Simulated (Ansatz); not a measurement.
**Hg: one input, then a changed one**

The cell comes from COD entry 1538509, which wasn't checked; take it as a given geometry.

First run: DFT, PBE, PAW with Ansatz's default frozen-core files, scalar-relativistic (Ansatz 0.2.0).

Command: `ansatz run input.yaml --threads 1 --pin off --max-ram 4096MiB --backend cpu --events-out ev --progress --plain --runs-dir out` The run took 26 s on 1 thread of Arm Neoverse V2, on a shared host, peak memory 0.45 GiB.

```yaml
crystal:
  lattice:
    - [4.5400020208, 0.0, 0.0]
    - [-2.2700010104, 3.9317570832, 0.0]
    - [0.0, 0.0, 3.87]
  atoms:
    - { symbol: Hg, position: [0.3333333333, 0.6666666667, 0.5] }
    - { symbol: Hg, position: [0.0, 0.0, 0.0] }
    - { symbol: Hg, position: [0.6666666667, 0.3333333333, 0.5] }
kpoints:
  mp_grid: { grid: [8, 8, 9] }
  band_path:
    path:
      - [0.0, 0.0, 0.0]
      - [0.5, 0.0, 0.0]
      - [0.3333333333, 0.3333333333, 0.0]
      - [0.0, 0.0, 0.0]
      - [0.0, 0.0, 0.5]
      - [0.5, 0.0, 0.5]
      - [0.3333333333, 0.3333333333, 0.5]
      - [0.0, 0.0, 0.5]
      - [0.5, 0.0, 0.5]
    npoints: 14
scf:
  occupations: { method: fermi_dirac, width: 0.05 }
hamiltonian:
  xc: pbe
  pseudopotentials: { kind: paw }
output:
  forces: true
  stress: true
  eigenvalues: true
  efg: { contact_densities: true }
  populations: true
  bader: true
  dos: { projected: true, de: 0.2, e_range: [-14, 8] }
  write_density: true
  write_potential: true
  elf: true
  volumetric_format: npy
```

Result: converged; pressure 13.09 GPa; no gap on the k mesh; 6 SCF iterations.

Spin–orbit coupling is left out, though it moves levels of the heavy atoms by tenths of an eV or more.

A second run of a changed input logged this at its end:

```
Error: invalid value for `scf.mixing.beta`: must be finite and in (0, 1]; got 1.5
```

**Question.** What was wrong with the input?

**Answer.** Mixing far too strong, by this change (others could give a like log):
```diff
@@ -24,4 +24,6 @@
 scf:
   occupations: { method: fermi_dirac, width: 0.05 }
+  mixing: { algorithm: broyden, beta: 1.5, ndim: 1, preconditioner: none }
+  max_iter: 60
 hamiltonian:
   xc: pbe
@@ -33,9 +35,3 @@
   efg: { contact_densities: true }
   populations: true
-  bader: true
-  dos: { projected: true, de: 0.2, e_range: [-14, 8] }
-  write_density: true
-  write_potential: true
-  elf: true
-  volumetric_format: npy
```
